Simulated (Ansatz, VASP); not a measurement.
# Cross-check of Si72O143 (V_O (F centre)) between VASP and Ansatz, part 2 of 2

Wanted: the spread between two codes on one cell, functional and k mesh. The cell is taken from a series of runs on this material, whose earlier steps may have relaxed, scaled, displaced or heated it; both programs get it as it stands.

VASP 6.6.1 and Ansatz 0.2.0.

So far. Step 2 (VASP: single point, PBE): The run ends at a pressure of 0.19 GPa, with forces up to 2.1 eV/Å.

### 3. Ansatz: single point, PBE

Level of this step: Ansatz beside VASP: Kohn-Sham DFT, plane waves, PBE (Ansatz).

Ansatz runs on its default PAW (the set named soft_2) files.

The same cell, functional, mesh and smearing now go to Ansatz.

input.yaml

```yaml
crystal:
  lattice:
    - [-5.02102743, 8.69667461, 11.01895208]
    - [10.04205485, 0.0, 11.01895208]
    - [7.53154114, 13.04501191, 0.0]
  atoms:
    - { symbol: Si, position: [0.21247417201, 0.45263919529, 0.19186092906] }
    - { symbol: Si, position: [0.46436966181, 0.20209798587, 0.02219158933] }
    - { symbol: Si, position: [0.03597638771, 0.29770001699, 0.13516547412] }
    - { symbol: Si, position: [0.28559609522, 0.04733361394, 0.30191668649] }
    - { symbol: Si, position: [0.00069026497, -0.00028365905, 0.17387787112] }
    - { symbol: Si, position: [0.24986323157, 0.25046252295, 0.00745091124] }
    - { symbol: O, position: [0.01229688001, 0.09088385188, 0.07702417498] }
    - { symbol: O, position: [0.26019830707, 0.34092555636, 0.24423307945] }
    - { symbol: O, position: [0.23783756503, 0.03091002616, 0.22789632001] }
    - { symbol: O, position: [0.49023964839, 0.28152316807, 0.05626567661] }
    - { symbol: O, position: [0.15409071912, 0.28277102861, 0.09195326968] }
    - { symbol: O, position: [0.40380135745, 0.03181837298, 0.2589173965] }
    - { symbol: O, position: [0.23806229723, 0.15871003195, 0.31292425196] }
    - { symbol: O, position: [0.48791216134, 0.40617771897, 0.14703786306] }
    - { symbol: O, position: [0.01323047042, 0.21912449678, 0.2406037205] }
    - { symbol: O, position: [0.25964724274, 0.470071551, 0.07495470431] }
    - { symbol: O, position: [0.09418023934, 0.46845839129, 0.21800424731] }
    - { symbol: O, position: [0.34592881929, 0.21901572317, 0.04902487831] }
    - { symbol: Si, position: [0.21568084643, 0.45427840252, 0.52470250159] }
    - { symbol: Si, position: [0.46584251663, 0.19663912324, 0.35263086266] }
    - { symbol: Si, position: [0.03693775748, 0.29777836485, 0.46895492676] }
    - { symbol: Si, position: [0.28587040277, 0.0490551586, 0.6343350348] }
    - { symbol: Si, position: [0.00034293943, 0.00053829929, 0.50774967055] }
    - { symbol: Si, position: [0.25012343354, 0.24971871077, 0.34111646251] }
    - { symbol: O, position: [0.01265123586, 0.09182637568, 0.41114080938] }
    - { symbol: O, position: [0.26260382559, 0.34286067258, 0.57860476351] }
    - { symbol: O, position: [0.23784956183, 0.03193863314, 0.56086775089] }
    - { symbol: O, position: [0.49946542192, 0.27028191868, 0.3868176488] }
    - { symbol: O, position: [0.15530084956, 0.2812290216, 0.42684895726] }
    - { symbol: O, position: [0.40394387736, 0.03418884003, 0.59051002731] }
    - { symbol: O, position: [0.23847657543, 0.16063814561, 0.64497224944] }
    - { symbol: O, position: [0.01192138275, 0.21915913582, 0.57399315346] }
    - { symbol: O, position: [0.26409756094, 0.46957023484, 0.40810018344] }
    - { symbol: O, position: [0.09754497944, 0.47063471756, 0.54982376676] }
    - { symbol: O, position: [0.34702678108, 0.21837588016, 0.38135511368] }
    - { symbol: Si, position: [0.213258009, 0.45303999089, 0.85781424195] }
    - { symbol: Si, position: [0.4638712498, 0.20354517362, 0.68941095125] }
    - { symbol: Si, position: [0.03554001725, 0.29806928309, 0.80186236451] }
    - { symbol: Si, position: [0.28615415653, 0.04787413623, 0.96799404432] }
    - { symbol: Si, position: [-0.00021082732, 0.00025815549, 0.84131884266] }
    - { symbol: Si, position: [0.25003951842, 0.25098095431, 0.67474248913] }
    - { symbol: O, position: [0.01087068443, 0.09136060384, 0.74436932194] }
    - { symbol: O, position: [0.26097886728, 0.34134300035, 0.91027064276] }
    - { symbol: O, position: [0.23760646046, 0.03148252311, 0.89460780413] }
    - { symbol: O, position: [0.48849389492, 0.28165890582, 0.72615916257] }
    - { symbol: O, position: [0.15375950253, 0.28263005276, 0.75910843941] }
    - { symbol: O, position: [0.40421504928, 0.03287150164, 0.92408445209] }
    - { symbol: O, position: [0.2383442434, 0.15907387667, 0.97946940324] }
    - { symbol: O, position: [0.48784080932, 0.40789836631, 0.81374827476] }
    - { symbol: O, position: [0.01171268002, 0.21953661012, 0.90719037625] }
    - { symbol: O, position: [0.26024225024, 0.47038753503, 0.74079294832] }
    - { symbol: O, position: [0.09497511659, 0.46890561317, 0.8837101899] }
    - { symbol: O, position: [0.34559459101, 0.21826542203, 0.71733193553] }
    - { symbol: Si, position: [0.21499103297, 0.95221485444, 0.19018367964] }
    - { symbol: Si, position: [0.46411422006, 0.70160672787, 0.02431606522] }
    - { symbol: Si, position: [0.03582434457, 0.79735090084, 0.13509871293] }
    - { symbol: Si, position: [0.28613202451, 0.54741012365, 0.3019755733] }
    - { symbol: Si, position: [-0.00134692929, 0.49999957988, 0.17547557878] }
    - { symbol: Si, position: [0.25013795074, 0.75043564368, 0.00734096229] }
    - { symbol: O, position: [0.01056460883, 0.59103123233, 0.07849471419] }
    - { symbol: O, position: [0.26272155445, 0.840910771, 0.24389600602] }
    - { symbol: O, position: [0.23674543967, 0.53028701764, 0.22978411018] }
[... 48 lines left out ...]
    - { symbol: Si, position: [0.53587490266, 0.29586013927, 0.13303226313] }
    - { symbol: Si, position: [0.78673530516, 0.04784532347, 0.30123847677] }
    - { symbol: Si, position: [0.49971151221, 4.97457e-06, 0.17419139792] }
    - { symbol: Si, position: [0.75030464822, 0.24964507303, 0.00786772555] }
    - { symbol: O, position: [0.51077131081, 0.09070152108, 0.0767516268] }
    - { symbol: O, position: [0.76169615349, 0.34177651248, 0.2446362456] }
    - { symbol: O, position: [0.73828645691, 0.03167850263, 0.22749862776] }
    - { symbol: O, position: [0.98802862727, 0.28067755168, 0.0616337656] }
    - { symbol: O, position: [0.65412908803, 0.28129925672, 0.0924551885] }
    - { symbol: O, position: [0.90500720916, 0.03162460673, 0.25860248154] }
    - { symbol: O, position: [0.74036627626, 0.1593252114, 0.31201524583] }
    - { symbol: O, position: [0.98791607946, 0.40901888138, 0.14618647528] }
    - { symbol: O, position: [0.51019370587, 0.21419503051, 0.23529542798] }
    - { symbol: O, position: [0.76180334587, 0.46908338497, 0.07388808644] }
    - { symbol: O, position: [0.59562860516, 0.4672941313, 0.21563153823] }
    - { symbol: O, position: [0.84608656344, 0.21756361869, 0.05007506128] }
    - { symbol: Si, position: [0.71416196722, 0.45367909965, 0.5249248691] }
    - { symbol: Si, position: [0.96547608562, 0.20326843762, 0.35737981996] }
    - { symbol: Si, position: [0.53600626422, 0.29727470725, 0.46341724744] }
    - { symbol: Si, position: [0.78588426473, 0.04768641434, 0.63488710134] }
    - { symbol: Si, position: [0.49904224771, -0.00139685326, 0.50717632399] }
    - { symbol: Si, position: [0.75119438926, 0.25032238067, 0.34131198479] }
    - { symbol: O, position: [0.50920199187, 0.08380158419, 0.40617284794] }
    - { symbol: O, position: [0.76054320038, 0.34151690897, 0.57740537981] }
    - { symbol: O, position: [0.73806145156, 0.03118676784, 0.56094917493] }
    - { symbol: O, position: [0.98952874556, 0.28199446452, 0.39419316413] }
    - { symbol: O, position: [0.65569045933, 0.28052403971, 0.42749759683] }
    - { symbol: O, position: [0.90408919959, 0.03223912586, 0.59208068132] }
    - { symbol: O, position: [0.73849792493, 0.15902800291, 0.64595139346] }
    - { symbol: O, position: [0.99058900451, 0.40901977707, 0.48051936339] }
    - { symbol: O, position: [0.50920438177, 0.22138475246, 0.57223626439] }
    - { symbol: O, position: [0.75834046896, 0.46999286308, 0.4077831324] }
    - { symbol: O, position: [0.59519700679, 0.47311932643, 0.55537046441] }
    - { symbol: O, position: [0.84732780534, 0.21910946404, 0.38279571302] }
    - { symbol: Si, position: [0.7141381962, 0.45211712719, 0.85759216901] }
    - { symbol: Si, position: [0.96385122093, 0.20292029993, 0.690777261] }
    - { symbol: Si, position: [0.53561208512, 0.29705673043, 0.80118116209] }
    - { symbol: Si, position: [0.78604003926, 0.04732063958, 0.96856324716] }
    - { symbol: Si, position: [0.50024209108, 0.00100733551, 0.83948966005] }
    - { symbol: Si, position: [0.74963834206, 0.25035075984, 0.67433357106] }
    - { symbol: O, position: [0.51204198261, 0.09195289155, 0.74225666136] }
    - { symbol: O, position: [0.7622055936, 0.34084707167, 0.91104101416] }
    - { symbol: O, position: [0.73863610497, 0.03064703107, 0.89437609448] }
    - { symbol: O, position: [0.9879811931, 0.28133197604, 0.72783634525] }
    - { symbol: O, position: [0.65378155821, 0.28177300062, 0.75923958974] }
    - { symbol: O, position: [0.90426541648, 0.0320358715, 0.9262807611] }
    - { symbol: O, position: [0.73854686347, 0.15886090189, 0.97905798098] }
    - { symbol: O, position: [0.98808185288, 0.40952836479, 0.81268114822] }
    - { symbol: O, position: [0.51123408835, 0.21720372385, 0.90545932878] }
    - { symbol: O, position: [0.76162010565, 0.46902492133, 0.740629687] }
    - { symbol: O, position: [0.59600809584, 0.46677278634, 0.88387740376] }
    - { symbol: O, position: [0.8456105538, 0.21907763409, 0.71608088961] }
    - { symbol: Si, position: [0.7139043858, 0.95311467108, 0.19078173167] }
    - { symbol: Si, position: [0.96381245507, 0.70240460409, 0.02422810536] }
    - { symbol: Si, position: [0.53596911735, 0.79654131711, 0.13629972607] }
    - { symbol: Si, position: [0.78390843923, 0.54796984613, 0.30229011367] }
    - { symbol: Si, position: [0.49984570868, 0.49826478902, 0.17369216185] }
    - { symbol: Si, position: [0.74945450789, 0.75009398038, 0.00790115477] }
    - { symbol: O, position: [0.51076516779, 0.58913054263, 0.0763760033] }
    - { symbol: O, position: [0.76063051856, 0.84174188225, 0.24507035212] }
    - { symbol: O, position: [0.73626924795, 0.53204289164, 0.22779789914] }
    - { symbol: O, position: [0.98774541156, 0.78079188378, 0.06141715777] }
    - { symbol: O, position: [0.65406385238, 0.78183271364, 0.09301577234] }
    - { symbol: O, position: [0.90234285649, 0.53118285284, 0.26009186691] }
    - { symbol: O, position: [0.73779981639, 0.6596323131, 0.31273887486] }
    - { symbol: O, position: [0.9884870892, 0.9089385203, 0.14542362447] }
    - { symbol: O, position: [0.51272934472, 0.71812338231, 0.24187790968] }
    - { symbol: O, position: [0.76201123106, 0.96897459237, 0.07400945387] }
    - { symbol: O, position: [0.59572302741, 0.96902569956, 0.21577136543] }
    - { symbol: O, position: [0.84564193854, 0.71823909059, 0.04936084177] }
    - { symbol: Si, position: [0.71378211349, 0.95344284421, 0.52317816265] }
    - { symbol: Si, position: [0.96400018854, 0.70293171761, 0.35756181512] }
    - { symbol: Si, position: [0.53575254374, 0.79484426131, 0.47087946279] }
    - { symbol: Si, position: [0.78772406553, 0.54731813174, 0.63558289617] }
    - { symbol: Si, position: [0.49809716714, 0.50187222708, 0.51422626735] }
    - { symbol: Si, position: [0.74949732862, 0.75035528215, 0.34172414371] }
    - { symbol: O, position: [0.51175322239, 0.59032999373, 0.41332447433] }
    - { symbol: O, position: [0.75974495364, 0.84170132703, 0.57726735163] }
    - { symbol: O, position: [0.74317212243, 0.53063478455, 0.55929896937] }
    - { symbol: O, position: [0.98802208519, 0.78157477467, 0.39438903972] }
    - { symbol: O, position: [0.65371049289, 0.78158538876, 0.42690821159] }
    - { symbol: O, position: [0.9061357512, 0.53147874554, 0.59467165472] }
    - { symbol: O, position: [0.7397369181, 0.65877965486, 0.64610407475] }
    - { symbol: O, position: [0.98910205047, 0.90974904009, 0.47848286279] }
    - { symbol: O, position: [0.5130368261, 0.71505980634, 0.57537354563] }
    - { symbol: O, position: [0.76276334437, 0.96932866731, 0.40658324473] }
    - { symbol: O, position: [0.59552009247, 0.97115978247, 0.54697805709] }
    - { symbol: O, position: [0.84577752922, 0.71856031945, 0.38309168157] }
    - { symbol: Si, position: [0.71415276613, 0.95271027957, 0.85697856759] }
    - { symbol: Si, position: [0.96433316653, 0.70344599879, 0.69050262323] }
    - { symbol: Si, position: [0.5358042501, 0.79763736337, 0.80163036018] }
    - { symbol: Si, position: [0.78522463189, 0.54773905511, 0.96856845123] }
    - { symbol: Si, position: [0.49947423924, 0.49855719589, 0.84290592037] }
    - { symbol: Si, position: [0.74995566329, 0.75063004674, 0.67433337394] }
    - { symbol: O, position: [0.51010732501, 0.59037117823, 0.7468189488] }
    - { symbol: O, position: [0.76063081272, 0.84106359053, 0.91085990554] }
    - { symbol: O, position: [0.73766236881, 0.53095976226, 0.89456308738] }
    - { symbol: O, position: [0.98869959811, 0.78142614067, 0.7278665116] }
    - { symbol: O, position: [0.65411844519, 0.78158340295, 0.75937499468] }
    - { symbol: O, position: [0.90336844296, 0.53270971376, 0.92567234489] }
    - { symbol: O, position: [0.73740524205, 0.65908508618, 0.97963077926] }
    - { symbol: O, position: [0.98756297263, 0.90915643639, 0.81347364704] }
    - { symbol: O, position: [0.51160804048, 0.71973893952, 0.90735216148] }
    - { symbol: O, position: [0.76230226428, 0.96899515365, 0.7401981009] }
    - { symbol: O, position: [0.59586466252, 0.96927693479, 0.88187872388] }
    - { symbol: O, position: [0.84602632574, 0.72019600654, 0.71566290311] }
  host:
    repeats: [2, 2, 3]
    atoms:
      - { symbol: Si, position: [0.428373, 0.90496033, 0.571627] }
      - { symbol: Si, position: [0.928373, 0.40496033, 0.071627] }
      # ... 16 more atoms of the perfect host
basis:
  ecutwfc: 420
  xc_grid: 2
hamiltonian:
  xc: pbe
kpoints:
  mp_grid: { grid: [1, 1, 1] }
magnetization:
  spin_polarized: true
  initial_magnetization: 0
  spin_locking: { lock_magnetization: hard }
scf:
  occupations: { method: fermi_dirac, width: 0.01 }
  max_iter: 60
  n_extra_bands: 16
  lower_state_search: "off"
output:
  forces: true
checkpoint:
  read: "../exc.ground.q0.run"
  write: "../exc0_q0.ground.l0.75.run"
  compress: false
  write_wavefunctions: false
  write_every: 100000
```

On the command line:

```bash
> ansatz run input.yaml --threads 4 --pin off --max-ram 18841MiB --backend cpu --events-out ev --progress --plain --runs-dir out
```

Numbers of over 12 decimals in the logs are rounded to 6 here.

The program printed:

```text
Warning: checkpoint.read: the run can stay near the saved state's solution: 215 site(s) moved relative to the saved geometry (max |Δs| = 3.980e-2 fractional); the SCF starts from the saved state under `checkpoint.density_extrapolation: transplant`, in force with no word given; its orbitals are not used off its sites. A run without `checkpoint.read` takes nothing of the state. A lower free energy from it at the same positions (and U, V and field ramp, if any) shows a solution that this start missed, and an equal or higher one rules none out (checkpoint.read, Limitations, in the input reference)
scf.n_extra_bands = 16 over 573 filled bands (N_el = 1146.0): the run solves 589 bands
Engine: ansatz 0.2.0, aarch64-unknown-linux-gnu
Pseudopotentials: kind: paw
Pseudopotential: Si, paw, valence charge 4, recommended cutoff 420 eV (normal), Si.paw.azcp
Pseudopotential: O, paw, valence charge 6, recommended cutoff 420 eV (normal), O.paw.azcp
Functional definition: PBE
  parameter kappa = 0.804
  parameter beta = 0.066725
  exchange = pbe_x(kappa = kappa, mu = beta*pi^2/3)
  correlation = pbe_c(beta = beta)
Crystal: 215 atoms, lattice volume = 2886.937 Å³
Basis set: ecut = 420 eV, 56409 PW (Γ), exchange–correlation on 200×200×216 points (8 copies of the dense FFT grid, shifted against one another)
Bands: 589, of which v1, the nominal top of the filled ones, is band 573 counted from 1 (572 counted from 0)
Symmetry: 1 space group operations
Space group: P1 (ITA 1), of the structure as read, at distance tolerance 1.4e-4 Å
k-points: 1
Non-local potential: Si, projectors of the file, l = 0: 2, l = 1: 2, l = 2: 2
Non-local potential: O, projectors of the file, l = 0: 2, l = 1: 2, l = 2: 1
PAW form: soft (Blöchl's): semilocal exchange-correlation on the pseudo side does not see the compensation charge
PAW one-centre angular grid: Si, 110 points (default); XC on 64 Gauss nodes
PAW one-centre angular grid: O, 110 points (default); XC on 64 Gauss nodes
Initial density: read from a saved state, or passed on in memory by an earlier SCF of this step, an earlier step, the calling program or the single point that the run made first, carried with its atoms to this geometry
Initial wavefunctions: pseudopotential atomic-orbital guess
Functional: x = pbe(κ = 0.804, μ = 0.219515), c = pbe(β = 0.066725)
iter 1 solved again at ethr=6.34e-4 eV; its pass at ethr=3.10e-3 eV (dr2=7.27e0 eV) is discarded
SCF iter   1: F=—  HF=-127163.374684 eV  |F-HF|=—  |Δ(HF+E_count)|=         —  Δρ=9.40e-3 (↑9.40e-3 ↓9.40e-3)  dr2=7.27e0  dr2_m=0.00e0  M=0.000 μB ∫|m|=0.000 μB  β_m=0.30  ethr=6.34e-4  ⟨swp⟩=1.0  Hψ=3848  notcnv=0
preconditioner: auto → Resta (q_TF=auto, 2.339 Å⁻¹)  ε∞=3.9  [insulator: Δε(μ)=3.191 eV  Ē_g=13.818 eV  σ=0.010 eV  W_gap=1.00  n_scr=624 (ndim 8)  ℏωp=23.4 eV  f_vac=0.147  D(μ)=0.00/eV (n_scr^D=0)  ε∞_Penn≈3.9]
spin=Collinear: Resta preconditioning applied to the charge; magnetization (m = ρ↑ − ρ↓) channel mixes plain (no charge-response kernel on spin).
SCF iter   2: F=—  HF=-127162.328337 eV  |F-HF|=—  |Δ(HF+E_count)|=    1.05e0  Δρ=6.46e-3 (↑6.46e-3 ↓6.46e-3)  dr2=3.26e0  dr2_m=0.00e0  M=0.000 μB ∫|m|=0.000 μB  β_m=0.58  ethr=6.34e-4  ⟨swp⟩=3.0  Hψ=1108  notcnv=0
SCF iter   3: F=—  HF=-127161.786453 eV  |F-HF|=—  |Δ(HF+E_count)|=   5.42e-1  Δρ=1.52e-3 (↑1.52e-3 ↓1.52e-3)  dr2=1.84e-1  dr2_m=0.00e0  M=0.000 μB ∫|m|=0.000 μB  β_m=0.60  ethr=2.84e-4  ⟨swp⟩=3.0  Hψ=1282  notcnv=0  defer=8
SCF iter   4: F=—  HF=-127161.798855 eV  |F-HF|=—  |Δ(HF+E_count)|=   1.24e-2  Δρ=4.09e-4 (↑4.09e-4 ↓4.09e-4)  dr2=1.32e-2  dr2_m=0.00e0  M=0.000 μB ∫|m|=0.000 μB  β_m=0.77  ethr=1.61e-5  ⟨swp⟩=4.0  Hψ=1170  notcnv=0  defer=8
SCF iter   5: F=—  HF=-127161.807043 eV  |F-HF|=—  |Δ(HF+E_count)|=   8.19e-3  Δρ=1.35e-4 (↑1.35e-4 ↓1.35e-4)  dr2=1.99e-3  dr2_m=0.00e0  M=0.000 μB ∫|m|=0.000 μB  β_m=0.74  ethr=1.16e-6  ⟨swp⟩=3.0  Hψ=1162  notcnv=0  defer=8
SCF iter   6: F=—  HF=-127161.807406 eV  |F-HF|=—  |Δ(HF+E_count)|=   3.63e-4  Δρ=4.92e-5 (↑4.92e-5 ↓4.92e-5)  dr2=2.74e-4  dr2_m=0.00e0  M=0.000 μB ∫|m|=0.000 μB  β_m=0.82  ethr=1.74e-7  ⟨swp⟩=2.0  Hψ=1156  notcnv=0  defer=8
SCF iter   7: F=—  HF=-127161.807633 eV  |F-HF|=—  |Δ(HF+E_count)|=   2.27e-4  Δρ=1.73e-5 (↑1.73e-5 ↓1.73e-5)  dr2=4.40e-5  dr2_m=0.00e0  M=0.000 μB ∫|m|=0.000 μB  β_m=0.77  ethr=2.39e-8  ⟨swp⟩=3.0  Hψ=1154  notcnv=0  defer=8
SCF iter   8: F=—  HF=-127161.811930 eV  |F-HF|=—  |Δ(HF+E_count)|=   4.30e-3  Δρ=5.88e-6 (↑5.88e-6 ↓5.88e-6)  dr2=4.65e-6  dr2_m=0.00e0  M=0.000 μB ∫|m|=0.000 μB  β_m=0.88  ethr=3.84e-9  ⟨swp⟩=3.0  Hψ=1139  notcnv=0  defer=8
SCF iter   9: F=—  HF=-127161.811935 eV  |F-HF|=—  |Δ(HF+E_count)|=   4.59e-6  Δρ=3.32e-6 (↑3.32e-6 ↓3.32e-6)  dr2=1.16e-6  dr2_m=0.00e0  M=0.000 μB ∫|m|=0.000 μB  β_m=0.82  ethr=4.06e-10  ⟨swp⟩=3.0  Hψ=1154  notcnv=0  defer=8
[...]
atom  51  O      0.03517278     0.08912480    -0.10627953
  atom  52  O      0.00471258    -0.00176091    -0.00175627
  atom  53  O      0.03987235    -0.01321763    -0.05561363
  atom  54  Si    -0.00061192    -0.00468939    -0.00128726
  atom  55  Si    -0.00166036    -0.00129432     0.00579843
  atom  56  Si     0.00036468    -0.00169394    -0.00080434
  atom  57  Si     0.00198925     0.00967539     0.00917092
  atom  58  Si     0.00597353    -0.00277952    -0.00583697
  atom  59  Si     0.00229185     0.00133532     0.00126786
  atom  60  O     -0.00192245     0.00076833     0.00153953
  atom  61  O      0.00146157    -0.00299687     0.00650124
  atom  62  O     -0.00656275    -0.01387071    -0.00727717
  atom  63  O     -0.00297292    -0.01591037    -0.00540681
  atom  64  O     -0.00065476     0.00068556     0.00176769
  atom  65  O     -0.00652240    -0.00186623     0.00050560
  atom  66  O      0.00194521    -0.00206747    -0.00124737
  atom  67  O      0.01584454    -0.00241234     0.00819425
  atom  68  O     -0.00128059     0.00240011    -0.00173934
  atom  69  O      0.00018508     0.00351520    -0.00350074
  atom  70  O     -0.00070151     0.00339020     0.00171906
  atom  71  O      0.00612750    -0.00528573    -0.00658010
  atom  72  Si     0.00198691     0.00528272    -0.00365125
  atom  73  Si     0.03530639    -0.00785232     0.04034747
  atom  74  Si     0.00146963    -0.00360573    -0.00033170
[...]
atom 208  O      0.01311410     0.00190101    -0.00605133
  atom 209  O     -0.00650247     0.00139110     0.00649417
  atom 210  O     -0.00200253    -0.00227701    -0.00262698
  atom 211  O      0.03437484    -0.01951354    -0.00265064
  atom 212  O     -0.00263179    -0.00363082    -0.00180668
  atom 213  O     -0.00218004     0.00615287    -0.00316446
  atom 214  O     -0.00081726     0.00675250    -0.00262844
  atom 215  O      0.00104353     0.01284382     0.00255914
  max |Σ_I F_I| component: 4.05e-5 eV/Å
```

### 4. Side by side

Known differences besides the potentials themselves: the cutoff is 420 eV in Ansatz and 520 eV in VASP (PREC = Accurate, projectors in real space). Total energies have different zeros and are not compared.

Forces on 8 of the 215 atoms, those with the largest forces and the largest differences (eV/Å; atoms numbered as in POSCAR):

```tsv
atom	Ansatz x, y, z	VASP x, y, z
Si28	0.278, -0.038, -0.458	0.286, -0.049, -0.463
Si45	1.653, 0.822, 0.938	1.686, 0.819, 0.952
Si47	0.014, 0.238, -0.107	0.020, 0.253, -0.110
Si65	-1.653, -0.300, -0.819	-1.677, -0.285, -0.841
O88	0.501, 0.170, 0.304	0.500, 0.170, 0.303
O125	-0.940, 0.159, 0.588	-0.940, 0.154, 0.588
O156	0.051, -0.292, 0.293	0.059, -0.288, 0.295
O164	-0.174, -0.325, 0.021	-0.169, -0.328, 0.021
```

The forces differ by 5.9 meV/Å r.m.s., which is 4.6 % of the r.m.s. force of 0.130 eV/Å (both taken over all components).

### 5. Results

* r.m.s. force difference (single point, PBE): 5.9 meV/Å

**Reading.** The r.m.s. force difference is 5.9 meV/Å (single point, PBE), within the 12 meV/Å picked in this series as the mark of a large difference. Such differences can come from data sets, numerical settings and the points named under the comparisons, not from the functional's error against experiment.

[Lines on the potential files, build, host, timing and source positions are cut from VASP's logs without a mark.]

[Logs are printed without paths, hosts, clocks, repeated set-up lines and the standing remarks that a program may print on its own settings, such as how far it seeks lower states.]

[Hosts, paths, dates, database ids (printed as entryN), source tags and the programs' standing remarks are cut or masked in the printed files.]
